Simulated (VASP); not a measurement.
Wanted: the native input for a VASP 6.6.1 run.

```yaml
Task: relaxation of cell and atoms
Functional: PBE
Potentials_or_basis: VASP PAW PBE potentials, release 64 (C)
Cutoff: 520 eV
k_mesh: 21 × 21 × 21
Occupations: gaussian, width 0.1 eV
Spin: no spin polarisation
Further_INCAR_settings: ALGO = Normal; EDIFF = 1e-07; IBRION = 2; POTIM = 0.3; EDIFFG = -0.005; NSW = 60; ISIF = 3
```

The structure of C lies in POSCAR:

```
C                                       
1.0
    1.2338064778      0.7123385063      3.7573087585
   -1.2338064778      0.7123385063      3.7573087585
   -0.0000000000     -1.4246770012      3.7573087583
  C             
     2
Direct
     0.8333404788111721    0.8333404788111721    0.8333404788113508
     0.1666595211888278    0.1666595211888278    0.1666595211886492
```

This isn't the form of C at room conditions, which is graphite.

These files were run (other wordings do the same):

INCAR

```
ALGO     = Normal         # electronic algorithm
EDIFF    = 1E-7           # SCF threshold, eV
EDIFFG   = -0.005         # ionic threshold
ENCUT    = 520            # plane-wave cutoff, eV
GGA      = PE             # functional
IBRION   = 2              # ionic algorithm
ISIF     = 3              # what is computed and relaxed
ISMEAR   = 0              # smearing method
LASPH    = True           # aspherical terms in the spheres
LCHARG   = False          # write CHGCAR
LREAL    = False          # projectors in reciprocal space
LWAVE    = False          # write WAVECAR
NELM     = 120            # most SCF steps
NSW      = 60             # ionic steps
POTIM    = 0.3            # step
PREC     = Accurate       # precision mode
SIGMA    = 0.1            # smearing width, eV
```

KPOINTS

```
k-points
0
Gamma
  21 21 21
```

Potentials or basis: VASP PAW PBE potentials, release 64 (C).

Command:

```console
$ cat potpaw_PBE.64/C/POTCAR > POTCAR
$ mpirun -np 1 vasp_std > vasp.out
```

Results of the run:

```
Relaxed volume                         : 10.60 Å³/atom
Relaxed cell                           : a = 4.266 Å, b = 4.266 Å, c = 4.266 Å, α = 33.63°, β = 33.63°, γ = 33.63°
Space group after relaxing (to 0.05 Å) : R-3m (No. 166)
Energy gained by relaxing              : 1.5 meV/atom
Ionic steps                            : 19
Pressure after relaxing                : 0.0 GPa
Band gap on the k mesh                 : 0.20 eV, direct
```

Caveat: an odd mesh through Γ misses points on the zone boundary, where band edges often lie.

It took 20 min on 1 thread of Intel(R) Xeon(R) 6975P-C (Granite Rapids), with other jobs on the host, peak memory 0.25 GiB.
